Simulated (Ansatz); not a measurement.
**Hf in Ansatz: the effect of functional**

Crystal: Hf.

```
Hf
1.0
     0.00000    2.20510    2.20510
     2.20510    0.00000    2.20510
     2.20510    2.20510    0.00000
Hf
1
Direct
  0.00000 0.00000 0.00000
```

This isn't the form of Hf at room conditions, which is hcp.

The cell isn't the ideal one: volume scaled by 0.98.

Alike in all runs:

```yaml
Program: Ansatz 0.2.0
Task: single point
Potentials_or_basis: Ansatz PAW
k_mesh: 10 × 10 × 10
Occupations: fermi-dirac, width 0.05 eV
Spin: no spin polarisation
```

| functional | cutoff | pressure (GPa) |
| --- | --- | --- |
| LDA | 420 eV (not typed: the program's choice for these potentials) | -3.7 |
| PBEsol | 420 eV (not typed: the program's choice for these potentials) | 0.5 |
| r2SCAN | 500 eV (not typed: the program's choice for these potentials) | ? |

Q: What does the run with functional r2SCAN give?

A: Pressure 4.8 GPa.

Caveats: the PAW data sets come from PBE, with cores solved anew for the run's functional, which leaves a small shift of forces and pressure.
